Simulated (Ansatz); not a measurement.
# The 2H-MoTe2 bilayer (2H stacking) under a gate, part 2 of 3

How does the 2H-MoTe2 bilayer (2H stacking) take up charge from its gate?

Ansatz 0.2.0; plane-wave DFT, PBE-D3(BJ), Ansatz PAW (set soft_1); PAW set soft_1 (the session's first sound run).

So far. Step 2 (Relaxing the slab): The lattice constant a goes from 3.550 to 3.500 Å.

## (3) Gated layer, added electrons 0

The slab is cut off from its images along the normal. A charged sheet stands for each gate, the layer takes the opposite charge, and a barrier ahead of the sheet keeps electrons from leaking to it. The uncharged case sets the zero; a dense mesh is needed because few carriers fill a small part of the zone.

The cell differs from the one that the last finished run ended in (c 52.648 → 51.285 Å).

File input.yaml:

```yaml
crystal:
  lattice:
    - [3.5003932629, 0.0, 0.0]
    - [-1.7501966314, 3.0314294889, 0.0]
    - [0.0, 0.0, 51.2854294281]
  atoms:
    - { symbol: Te, position: [0.3333333333, 0.6666666667, 0.3977737971] }
    - { symbol: Mo, position: [0.0, 0.0, 0.4331889757] }
    - { symbol: Te, position: [0.3333333333, 0.6666666667, 0.4686395646] }
    - { symbol: Te, position: [0.0, 0.0, 0.5313604354] }
    - { symbol: Mo, position: [0.3333333333, 0.6666666667, 0.5668110243] }
    - { symbol: Te, position: [0.0, 0.0, 0.6022262029] }
  periodic: [true, true, false]
  symmetry: { detect: true }
kpoints:
  mp_grid: { grid: [48, 48, 1] }
  band_path:
    path: [[0, 0, 0], [0.5, 0, 0], [0.33333333, 0.33333333, 0], [0, 0, 0]]
    npoints: 16
hamiltonian:
  xc: pbe
  dispersion: d3bj
  pseudopotentials: { kind: paw, azcp: { folder: soft_1 } }
scf:
  occupations: { method: fermi_dirac, width: 0.02585 }
  convergence: { dr2_threshold: 1.0e-10 }
output:
  forces: true
  eigenvalues: true
  dos: { projected: true, e_range: [-3, 3], de: 0.01 }
  write_potential: true
  write_density: true
  volumetric_format: npy
  elf: true
external_charges:
  - { charge: 0, barrier: 10, axis: 3, height: 34.385, sigma: 0.25 }
```

Run with:

```bash
> ansatz run input.yaml --threads 4 --pin off --max-ram 16384MiB --backend cpu --events-out ev --progress --plain --runs-dir out
```

Numbers of over 12 decimals in the logs are rounded to 6 here.

What it wrote:

```text
[...]
Crystal: 6 atoms, lattice volume = 544.200 Å³
Basis set: ecut = 420 eV, 10605 PW (Γ), exchange–correlation on 48×48×720 points (8 copies of the dense FFT grid, shifted against one another)
Bands: 56, of which v1, the nominal top of the filled ones, is band 46 counted from 1 (45 counted from 0)
Symmetry: 6 space group operations
k-points: 217 of 2304 (time reversal used)
[...]
SCF iter   1: F=—  HF=-37837.923516 eV  |F-HF|=—  |Δ(HF+E_count)|=         —  Δρ=2.55e-2  dr2=4.75e0  ethr=3.10e-3  ⟨swp⟩=22.9  Hψ=92371  notcnv=0
[...]
SCF iter  20: F=-37836.668801 eV  HF=-37836.668801 eV  |F-HF|=2.84e-10  |Δ(HF+E_count)|=  1.46e-10  Δρ=2.44e-8  dr2=9.39e-12  ethr=1.00e-12  ⟨swp⟩=29.2  Hψ=103161  notcnv=0
SCF 1 converged in 20 iterations: F = -37836.668801 eV  dr2 = 9.39e-12
[...]
NSCF: frozen V_eff on 49 k-points
[...]
SCF converged after 20 iterations
Free energy (F): -37836.668801 eV
[...]
Internal energy: -37836.668801 eV  (E = F + TS)
E sigma→0 (E₀):  -37836.668801 eV
Fermi energy:    -4.222586 eV
[...]
--- Forces (eV/Å), atoms and charges each counted from 1 ---
  atom   1  Te     0.00000000    -0.00000000     0.00078668
  atom   2  Mo     0.00000000     0.00000000    -0.00125749
  atom   3  Te     0.00000000    -0.00000000     0.00055143
  atom   4  Te    -0.00000000     0.00000000    -0.00057189
  atom   5  Mo    -0.00000000     0.00000000    -0.00178725
  atom   6  Te    -0.00000000     0.00000000    -0.01306957
  external charge   1     0.00000000     0.00000000     0.01534854
  max |Σ_I F_I| component, the external charges' with the atoms': 4.39e-7 eV/Å
--- Band table (eV; the first three rows and the last of 217) ---
  k-point 0: bands = [... 42 lower, -5.6015, -5.6015, -5.5122, -4.6335, -1.6866, -1.6866, -1.5677, -1.5677, ... 6 higher]
  k-point 1: bands = [... 42 lower, -5.6100, -5.6067, -5.5057, -4.6345, -1.7176, -1.6863, -1.5984, -1.5614, ... 6 higher]
  k-point 2: bands = [... 42 lower, -5.6193, -5.5796, -5.4902, -4.6390, -1.8039, -1.6876, -1.6861, -1.5438, ... 6 higher]
  k-point 216: bands = [... 42 lower, -6.5808, -6.5795, -4.8965, -4.7366, -3.5955, -3.5952, -3.3144, -2.7229, ... 6 higher]
```

Elapsed: 6.7 min, on 4 threads of Arm Neoverse V1, shared host; peak memory 4 GiB; 27 min of CPU time.

The column dr2 measures how far the density is from self-consistency, as an energy; F and HF (Harris–Foulkes) agree once it is small.

This step gave:

```
gap along the path                                                                  : 0.8316 eV
smallest direct gap along the path                                                  : 1.141 eV
gap, the smaller of path and mesh                                                   : 0.8295 eV
potential beyond the upper barrier and gate, less the barrier, from the Fermi level : 4.188 eV
```

Running mean over a fixed 2.7 Å (it still follows the layers) of the planar mean; beyond a gate it holds the 10 eV model barrier. Table of electron's electrostatic potential energy less the Fermi level by z:

z (Å), electron's electrostatic potential energy less the Fermi level (eV) and a bar from the least value:
```
        4        4.3 #################
        6        4.3 #################
        8        4.3 #################
       10        4.3 #################
       12        4.3 #################
       14        4.3 #################
       16        4.3 #################
       18        3.8 #################
       20       -3.9 #######
       22       -9.0 
       24       -5.7 ####
       26       -2.0 #########
       28       -8.9 
       30       -9.2 
       32       -1.0 ##########
       34        7.7 ######################
       36       14.1 ##############################
       38       14.2 ##############################
       40       14.2 ##############################
       42       14.2 ##############################
       44       14.2 ##############################
       46       14.2 ##############################
```

The density of states has structure finer than the step of the table below, so its rows give means over 0.2 eV, whole bins alone (the curve runs from -3 to 2.41 eV). Peaks (eV: height): -2.41: 11.3, -2.38: 12.6, -1.23: 11.6, 0.92: 10.2, 1.03: 11.5, 1.20: 18.5, 1.35: 10.7.

The density of states by energy, zero at the Fermi level of the run, which the smearing sets inside the gap; means over each step:

energy (eV), density of states (states/eV a cell) and a bar:
```
     -2.8        5.0 ################
     -2.6        3.6 ###########
     -2.4        6.4 ####################
     -2.2        8.1 #########################
     -2.0        7.2 ######################
     -1.8        7.5 #######################
     -1.6        6.3 ####################
     -1.4        5.2 ################
     -1.2        6.0 ###################
     -1.0        6.4 ####################
     -0.8        5.8 ##################
     -0.6        1.6 #####
     -0.4        0.4 #
     -0.2        0.0 
      0.0        0.0 
      0.2        0.0 
      0.4        0.6 ##
      0.6        2.7 ########
      0.8        5.1 ################
      1.0        8.8 ###########################
      1.2        9.6 ##############################
      1.4        7.5 #######################
      1.6        6.0 ###################
      1.8        6.0 ###################
      2.0        4.8 ###############
      2.2        3.1 ##########
```

Projected DOS per atom over height of the atomic layer and energy from the Fermi level. Layers: Te Mo Te Te Mo Te from below.

Ten even steps from '_' (0.00 states/eV) to '@' (3.02 states/eV), each cell a mean:
```
............
..::....::..
::==::::==::
::++....++::
::@@....@@::
::@@....@@::
..**....**..
__::____::__
____________
____________
____________
____________
__::....::__
::**::::**::
..++....++..
::==....==::
::++::::++::
--++----++--
==++----++==
::==----==::
..--....--..
::==::::==::
```
Columns: height of the atomic layer (Å) from 20.4 to 30.9 (not evenly spaced); rows upwards: energy from the Fermi level (eV) from -2.98 to 2.42.

The electronic bands at the labelled points (eV, zero at the Fermi level of the run, which the smearing sets inside the gap):

| point | band 43 | band 44 | band 45 | band 46 | band 47 | band 48 | band 49 | band 50 |
| --- | --- | --- | --- | --- | --- | --- | --- | --- |
| Γ | -1.38 | -1.38 | -1.29 | -0.41 | 2.54 | 2.54 | 2.65 | 2.65 |
| halfway | -1.55 | -1.49 | -1.45 | -1.32 | 0.85 | 1.13 | 1.53 | 1.62 |
| M | -1.39 | -1.37 | -0.90 | -0.70 | 0.91 | 0.95 | 1.14 | 1.35 |
| halfway | -2.39 | -2.18 | -0.85 | -0.69 | 0.85 | 0.94 | 1.38 | 1.55 |
| K | -2.36 | -2.36 | -0.67 | -0.51 | 0.63 | 0.63 | 0.91 | 1.50 |
| halfway | -1.49 | -1.40 | -1.18 | -1.08 | 0.51 | 0.92 | 1.25 | 1.32 |
| Γ | -1.38 | -1.38 | -1.29 | -0.41 | 2.54 | 2.54 | 2.65 | 2.65 |

Electrostatic potential energy in the ca plane at fractional y = 0.667, with atoms of Te and Mo within 0.2 Å of it. With pseudopotentials it is smooth inside the atoms' cores, unlike the true potential.

Ten even steps from '0' (-40 eV) to '9' (0 eV), each cell a mean:
```
99999999999999999998888766788889999987657888
99999999999999999999998765789999999987557899
99999999999999999988788877788888999988767888
99999999999999999852247888875224799998888753
99999999999999998613413789861341389999998500
99999999999999998429951799842995179999998400
99999999999999998417932799841793279999998400
99999999999999999720015888872001589999988730
99999999999999999876578887887657899998778876
```
Columns run along c (16.0 Å, from fractional 0.26 to 0.57 of the cell; values clipped at the 3rd and 97th percentile), rows up along a (3.5 Å). Atoms in or near the plane, at fractional coordinates: Te at (0.40, 0.33), Te at (0.47, 0.33), Mo at (0.57, 0.33).

ELF in the ca plane at fractional y = 0.667, with atoms of Te and Mo within 0.2 Å of it. It is the smooth field of the valence electrons, not physical close to the nuclei.

Values, 5 rows by 16 columns, each cell a mean:
```
0.00 0.00 0.00 0.00 0.00 0.04 0.19 0.34 0.20 0.21 0.31 0.24 0.14 0.61 0.51 0.41
0.00 0.00 0.00 0.00 0.02 0.24 0.50 0.49 0.32 0.23 0.48 0.48 0.19 0.51 0.54 0.32
0.00 0.00 0.00 0.01 0.16 0.70 0.59 0.21 0.42 0.34 0.29 0.38 0.42 0.16 0.33 0.51
0.00 0.00 0.00 0.01 0.21 0.75 0.53 0.10 0.39 0.33 0.20 0.28 0.47 0.09 0.25 0.55
0.00 0.00 0.00 0.00 0.06 0.46 0.64 0.45 0.41 0.29 0.49 0.54 0.28 0.37 0.50 0.34
```
Columns run along c (16.0 Å, from fractional 0.26 to 0.57 of the cell), rows up along a (3.5 Å). Atoms in or near the plane, at fractional coordinates: Te at (0.40, 0.33), Te at (0.47, 0.33), Mo at (0.57, 0.33).

Valence density in the ca plane at fractional y = 0.667, with atoms of Te and Mo within 0.2 Å of it. It is the smooth field of the valence electrons, not physical close to the nuclei.

Ten steps, logarithmic in the rise over the least value, from '0' (0 e/Å³) to '9' (16 e/Å³), each cell a mean:
```
00000000000000000011111222221111000012222211
00000000000000000001111223211111000112332211
00000000000000000112222222222221100012222222
00000000000000001233432221223343210011122234
00000000000000001357863211235776321000112357
00000000000000001369984211236998421000112468
00000000000000001368974211236897421000112367
00000000000000001245643211224564311001112246
00000000000000000122322222222222110011222222
```
Columns run along c (16.0 Å, from fractional 0.26 to 0.57 of the cell), rows up along a (3.5 Å). Atoms in or near the plane, at fractional coordinates: Te at (0.40, 0.33), Te at (0.47, 0.33), Mo at (0.57, 0.33).

The gap, the smaller of path and mesh, is 0.829 eV.

## (4) Gated layer, added electrons 1×10¹³ per cm²

input.yaml, the sections that differ from step 3:

```yaml
total_charge: -0.010611
kpoints:
  mp_grid: { grid: [48, 48, 1] }
output:
  forces: true
  eigenvalues: true
  write_potential: true
  write_density: true
  volumetric_format: npy
external_charges:
  - { charge: 0, barrier: 10, axis: 3, height: 34.385, sigma: 0.25 }
  - { charge: 0.010611, axis: 3, height: 35.885, sigma: 0.5 }
# crystal, hamiltonian, scf: as in step 3
```

What it wrote:

```text
[...]
Crystal: 6 atoms, lattice volume = 544.200 Å³
Basis set: ecut = 420 eV, 10605 PW (Γ), exchange–correlation on 48×48×720 points (8 copies of the dense FFT grid, shifted against one another)
Bands: 56, of which v1, the nominal top of the filled ones, is band 46 counted from 1 (45 counted from 0)
Symmetry: 6 space group operations
k-points: 217 of 2304 (time reversal used)
[...]
SCF iter   1: F=—  HF=-37837.951878 eV  |F-HF|=—  |Δ(HF+E_count)|=         —  Δρ=2.54e-2  dr2=4.74e0  ethr=3.10e-3  ⟨swp⟩=23.8  Hψ=93169  notcnv=0  defer=1
[...]
SCF iter  16: F=-37836.706074 eV  HF=-37836.706074 eV  |F-HF|=5.82e-11  |Δ(HF+E_count)|=   1.37e-9  Δρ=6.02e-8  dr2=2.42e-11  ethr=1.00e-12  ⟨swp⟩=30.1  Hψ=108626  notcnv=0
SCF 1 converged in 16 iterations: F = -37836.706074 eV  dr2 = 2.42e-11
[...]
SCF converged after 16 iterations
Free energy (F): -37836.706074 eV
[...]
Internal energy: -37836.705155 eV  (E = F + TS)
E sigma→0 (E₀):  -37836.705614 eV
Entropy (-TS):   -0.000920 eV (-0.153 meV/atom)
Fermi energy:    -3.509004 eV
[...]
--- Forces (eV/Å), atoms and charges each counted from 1 ---
  atom   1  Te     0.00000000    -0.00000000    -0.00161868
  atom   2  Mo     0.00000000     0.00000000     0.00046106
  atom   3  Te     0.00000000    -0.00000000     0.00267429
  atom   4  Te    -0.00000000     0.00000000    -0.01553334
  atom   5  Mo    -0.00000000     0.00000000     0.02145026
  atom   6  Te     0.00000000     0.00000000    -0.02338378
  external charge   1     0.00000000     0.00000000     0.01690775
  external charge   2     0.00000000     0.00000000    -0.00095914
  max |Σ_I F_I| component, the external charges' with the atoms': 1.58e-6 eV/Å
--- Band table (eV; the first three rows and the last of 217) ---
  k-point 0: bands = [... 42 lower, -5.2558, -5.2558, -5.1861, -4.3001, -1.3577, -1.3577, -1.2361, -1.2361, ... 6 higher]
  k-point 1: bands = [... 42 lower, -5.2644, -5.2582, -5.1782, -4.3011, -1.3887, -1.3570, -1.2670, -1.2305, ... 6 higher]
  k-point 2: bands = [... 42 lower, -5.2897, -5.2489, -5.1602, -4.3055, -1.4751, -1.3571, -1.3553, -1.2159, ... 6 higher]
  k-point 216: bands = [... 42 lower, -6.2739, -6.2295, -4.5675, -4.4019, -3.2863, -3.2406, -2.9862, -2.3936, ... 6 higher]
```

It took 5.8 min on 4 threads; peak memory 3.9 GiB.

Numbers from this step:

| Quantity | Value |
| --- | --- |
| energy at zero smearing | -37836.7056 eV |
| potential beyond the upper barrier and gate, less the barrier, from the Fermi level | 3.118 eV |

Against the uncharged case this takes +1.07 V.

## (5) Gated layer, added electrons 3×10¹³ per cm²

Edit input.yaml of step 4 so:

```diff
@@ -14,3 +14,3 @@
   symmetry: { detect: true }
-total_charge: -0.010611
+total_charge: -0.031834
 kpoints:
@@ -32,2 +32,2 @@
   - { charge: 0, barrier: 10, axis: 3, height: 34.385, sigma: 0.25 }
-  - { charge: 0.010611, axis: 3, height: 35.885, sigma: 0.5 }
+  - { charge: 0.031834, axis: 3, height: 35.885, sigma: 0.5 }
```

What it wrote:

```text
[...]
Crystal: 6 atoms, lattice volume = 544.200 Å³
Basis set: ecut = 420 eV, 10605 PW (Γ), exchange–correlation on 48×48×720 points (8 copies of the dense FFT grid, shifted against one another)
Bands: 56, of which v1, the nominal top of the filled ones, is band 46 counted from 1 (45 counted from 0)
Symmetry: 6 space group operations
k-points: 217 of 2304 (time reversal used)
[...]
--- Band table (eV; the first three rows and the last of 217) ---
  k-point 0: bands = [... 42 lower, -4.5649, -4.5649, -4.5362, -3.6391, -0.7184, -0.7184, -0.5747, -0.5747, ... 6 higher]
  k-point 1: bands = [... 42 lower, -4.5782, -4.5735, -4.5183, -3.6401, -0.7494, -0.7163, -0.6066, -0.5728, ... 6 higher]
  k-point 2: bands = [... 42 lower, -4.5989, -4.5928, -4.4896, -3.6444, -0.8364, -0.7119, -0.6979, -0.5727, ... 6 higher]
  k-point 216: bands = [... 42 lower, -5.6574, -5.5437, -3.9258, -3.7298, -2.6646, -2.5480, -2.3403, -1.7383, ... 6 higher]
[key lines of the parts left out:]
SCF converged after 17 iterations
Free energy (F): -37836.759668 eV
Fermi energy:    -2.826593 eV
```

It took 6.5 min on 4 threads; peak memory 4 GiB.

Against the uncharged case this takes +2.45 V.

## (6) Gated layer, added electrons 6×10¹³ per cm²

Edit input.yaml of step 5 so:

```diff
@@ -14,3 +14,3 @@
   symmetry: { detect: true }
-total_charge: -0.031834
+total_charge: -0.063667
 kpoints:
@@ -32,2 +32,2 @@
   - { charge: 0, barrier: 10, axis: 3, height: 34.385, sigma: 0.25 }
-  - { charge: 0.031834, axis: 3, height: 35.885, sigma: 0.5 }
+  - { charge: 0.063667, axis: 3, height: 35.885, sigma: 0.5 }
```

What it wrote:

```text
[...]
Crystal: 6 atoms, lattice volume = 544.200 Å³
Basis set: ecut = 420 eV, 10605 PW (Γ), exchange–correlation on 48×48×720 points (8 copies of the dense FFT grid, shifted against one another)
Bands: 56, of which v1, the nominal top of the filled ones, is band 46 counted from 1 (45 counted from 0)
Symmetry: 6 space group operations
k-points: 217 of 2304 (time reversal used)
[...]
--- Band table (eV; the first three rows and the last of 217) ---
  k-point 0: bands = [... 42 lower, -3.5752, -3.5625, -3.5625, -2.6668, 0.2157, 0.2157, 0.3921, 0.3921, ... 6 higher]
  k-point 1: bands = [... 42 lower, -3.6013, -3.5711, -3.5330, -2.6678, 0.1840, 0.2192, 0.3577, 0.3880, ... 6 higher]
  k-point 2: bands = [... 42 lower, -3.6276, -3.5966, -3.4976, -2.6721, 0.0947, 0.2285, 0.2595, 0.3682, ... 6 higher]
  k-point 216: bands = [... 42 lower, -4.7361, -4.5475, -2.9846, -2.7396, -1.7351, -1.5453, -1.3941, -0.7717, ... 6 higher]
[key lines of the parts left out:]
SCF converged after 16 iterations
Free energy (F): -37836.790631 eV
Fermi energy:    -1.852135 eV
```

The job ended after 5.8 min (4 threads; peak memory 3.9 GiB; 23 min of CPU time).

Against the uncharged case this takes +4.43 V.

## (7) Gated layer, added electrons 10×10¹³ per cm²

Edit input.yaml of step 6 so:

```diff
@@ -14,3 +14,3 @@
   symmetry: { detect: true }
-total_charge: -0.063667
+total_charge: -0.106112
 kpoints:
@@ -32,2 +32,2 @@
   - { charge: 0, barrier: 10, axis: 3, height: 34.385, sigma: 0.25 }
-  - { charge: 0.063667, axis: 3, height: 35.885, sigma: 0.5 }
+  - { charge: 0.106112, axis: 3, height: 35.885, sigma: 0.5 }
```

What it wrote:

```text
[...]
Crystal: 6 atoms, lattice volume = 544.200 Å³
Basis set: ecut = 420 eV, 10605 PW (Γ), exchange–correlation on 48×48×720 points (8 copies of the dense FFT grid, shifted against one another)
Bands: 56, of which v1, the nominal top of the filled ones, is band 46 counted from 1 (45 counted from 0)
Symmetry: 6 space group operations
k-points: 217 of 2304 (time reversal used)
[...]
--- Band table (eV; the first three rows and the last of 217) ---
  k-point 0: bands = [... 42 lower, -2.3357, -2.2898, -2.2898, -1.4170, 1.4210, 1.4210, 1.6258, 1.6258, ... 6 higher]
  k-point 1: bands = [... 42 lower, -2.3562, -2.2984, -2.2663, -1.4179, 1.3867, 1.4251, 1.5852, 1.6169, ... 6 higher]
  k-point 2: bands = [... 42 lower, -2.3853, -2.3239, -2.2297, -1.4222, 1.2898, 1.4368, 1.4759, 1.5853, ... 6 higher]
  k-point 216: bands = [... 42 lower, -3.5341, -3.2796, -1.7661, -1.4737, -0.5220, -0.2725, -0.1778, 0.4719, ... 6 higher]
[key lines of the parts left out:]
SCF converged after 16 iterations
Free energy (F): -37836.743915 eV
Fermi energy:    -0.612457 eV
```

Wall time 5.7 min (4 threads); peak memory 4 GiB.

Running mean over a fixed 2.7 Å (it still follows the layers) of the planar mean; beyond a gate it holds the 10 eV model barrier. The electron's electrostatic potential energy less the Fermi level by z:

z (Å), electron's electrostatic potential energy less the Fermi level (eV) and a bar from the least value:
```
        4       3.98 ########################
        6       3.98 ########################
        8       3.98 ########################
       10       3.98 ########################
       12       3.98 ########################
       14       3.98 ########################
       16       3.98 #######################
       18       3.49 #######################
       20      -4.22 #########
       22      -9.33 #
       24      -6.00 ######
       26      -2.36 #############
       28      -9.42 #
       30      -9.73 
       32      -2.09 #############
       34       4.13 ########################
       36       7.77 ##############################
       38       7.25 #############################
       40       7.25 #############################
       42       7.25 #############################
       44       7.25 #############################
       46       7.25 #############################
```

Against the uncharged case this takes +6.94 V.

(Continued in part 3 of 3.)

[Logs are printed without paths, hosts, clocks, repeated set-up lines and the standing remarks that a program may print on its own settings, such as how far it seeks lower states.]

[Hosts, paths, dates, database ids (printed as entryN), source tags and the programs' standing remarks are cut or masked in the printed files.]

[Maps of the electrostatic potential energy from Ansatz leave out the sawtooth potential of an applied field or a dipole correction, so their vacuum need not be flat; planar profiles and work functions include it.]
